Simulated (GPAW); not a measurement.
Runs of GPAW 26.7.0 on Re. It takes space group P6_3/mmc (No. 194, hexagonal). Conventional cell: a = 2.761 Å, b = 2.761 Å, c = 4.458 Å, α = 90.00°, β = 90.00°, γ = 120.00°. Re (site symmetry -6m2) is surrounded by 12 Re at 2.74 to 2.76 Å. 

```tsv
task	level	potentials or basis	cell	k mesh	optimizer	fmax	max steps	gap on the mesh (eV)	pressure (GPa)	V0 of scaled cells (Å³/atom)	B0 (GPa)
single point	PBE	GPAW PAW data sets (gpaw-data 1.2.1), pw	atoms moved at random, drawn with an rms of 0.05 Å	11 × 11 × 6	-	-	-	none	6.8	-	-
equation of state	LDA	PAW data sets generated in the run's folder for this functional, pw	as given	8 × 8 × 4	-	-	-	-	-	(a)	400
single point	PBE	GPAW PAW data sets (gpaw-data 1.2.1), pw	as given	11 × 11 × 6	-	-	-	none	5.4	-	-
relaxation of cell and atoms	TASK	GPAW PAW data sets (gpaw-data 1.2.1), pw	relaxed	8 × 8 × 4	LBFGS	0.02 eV/Å	40	none	-0.1	-	-
equation of state	PBE	GPAW PAW data sets (gpaw-data 1.2.1), pw	as given	11 × 11 × 6	-	-	-	-	-	(b)	363
```

Alike in all rows: no spin polarisation; cutoff (eV) 600; smearing fermi-dirac 0.05 eV.

Problem. Estimate the missing entries.

Solution. (a) 14.27; (b) 14.93.

Caveats: the cell was scaled at fixed shape and fractional positions, which overstates the stiffness of a crystal with free parameters, most of all of layers and chains (some runs); later steps reuse the first step's grids (some runs); the PAW data sets were made with another functional, which shifts forces and pressure a little (some runs).

A k mesh can miss the band edges, and the runs leave out spin-orbit coupling on Re.

A gap of «none» marks a metal or a gap under the smearing width.
